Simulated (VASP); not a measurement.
Runs of VASP 6.6.1 on BN. The cell holds a slab with vacuum, 4 atoms: a = 2.508 Å, b = 2.508 Å, c = 21.318 Å, α = 90.00°, β = 90.00°, γ = 120.00°. 

```tsv
task	level	potentials or basis	cell	cutoff (eV)	dipole correction	gap on the mesh (eV)	largest force (eV/Å)
band structure	r2SCAN	VASP PAW PBE potentials, release 64 (B, N)	as given	520	yes	5.16	0.02
relaxation of cell and atoms	PBE+D3(BJ)	VASP PAW PBE potentials, release 64 (B, N)	relaxed	600	-	4.53	-
band structure	PBE+D3(BJ)	VASP PAW PBE potentials, release 64 (B, N)	as given	520	yes	4.53	-
band structure	LDA	VASP PAW LDA potentials, release 64 (B, N)	as given	520	yes	4.36	(a)
```

Alike in all rows: no spin polarisation; k mesh 15 × 15 × 1; smearing gaussian 0.03 eV.

Estimate the missing entries.

(a) 0.03.

Caveats: the PAW data sets were made with another functional, which shifts forces and pressure a little (some runs).

A k mesh can miss the band edges.
